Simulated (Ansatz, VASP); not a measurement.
# Two plane-wave programs on SiC

INCAR

```
  PREC = Accurate
  ENCUT = 520
  EDIFF = 1E-6
  ISMEAR = 0
  SIGMA = 0.05
  LREAL = F
  LASPH = T
  NELM = 80
  ALGO = Normal
  ISIF = 2
  LWAVE = F
  LCHARG = F
  GGA = PE
  NBANDS = 11
```

Contents of KPOINTS:

```
regular mesh
0
Gamma
  12 12 12
```

Contents of POSCAR:

```
SiC
1.0
    0.0000000000      2.1740000000      2.1740000000
    2.1740000000      0.0000000000      2.1740000000
    2.1740000000      2.1740000000      0.0000000000
Si C
1 1
Direct
   -0.1219710409      0.0000000000      0.0000000000
    0.7500000000      0.7500000000      0.7500000000
```

Input for Ansatz:

```yaml
crystal:
  lattice:
    - [0.0, 2.174, 2.174]
    - [2.174, 0.0, 2.174]
    - [2.174, 2.174, 0.0]
  atoms:
    - { symbol: Si, position: [-0.1219710409, 0.0, 0.0] }
    - { symbol: C, position: [0.75, 0.75, 0.75] }
basis:
  ecutwfc: 420
kpoints:
  mp_grid: { grid: [12, 12, 12] }
hamiltonian:
  xc: pbe
scf:
  occupations: { method: gaussian, width: 0.05 }
output:
  forces: true
  stress: true
  eigenvalues: true
```

Change from the starting cell: all Si atoms moved +0.375 Å, as atom 1 towards its neighbour atom 1 (Si) at 3.075 Å.

Alike in both runs: task single point; functional PBE; k mesh 12 × 12 × 12; occupations gaussian, width 0.05 eV; no spin polarisation.

|  | VASP | Ansatz |
| --- | --- | --- |
| version | VASP 6.6.1 | Ansatz 0.2.0 |
| potentials or method | VASP PAW PBE potentials, release 64 (Si, C) | scalar-relativistic, plane waves, PAW |
| plane-wave cutoff (eV) | 520 | 420 |
| valence electrons in the cell | 8 | 8 |

VASP gave:

* gap on the k mesh at the Fermi level (eV): none
* pressure (GPa): 23.3
* largest component of the traceless stress (GPa): 24.39
* rms of the force components (eV/Å): 5.573

Estimate Ansatz's values.

gap on the k mesh at the Fermi level (eV): none; pressure (GPa): 23.4; largest component of the traceless stress (GPa): 24.44; rms of the force components (eV/Å): 5.579.

Atom by atom the forces differ by 0.007 eV/Å (rms over components). A gap of «none» marks a metal or a gap that the smearing closes.

Caveats: so large a pressure means that the cell lies far from this level's equilibrium, or that cutoff or potentials fall short (VASP); forces of over 1 eV/Å show positions far from the minimum, so gaps and moduli don't describe the material at rest.
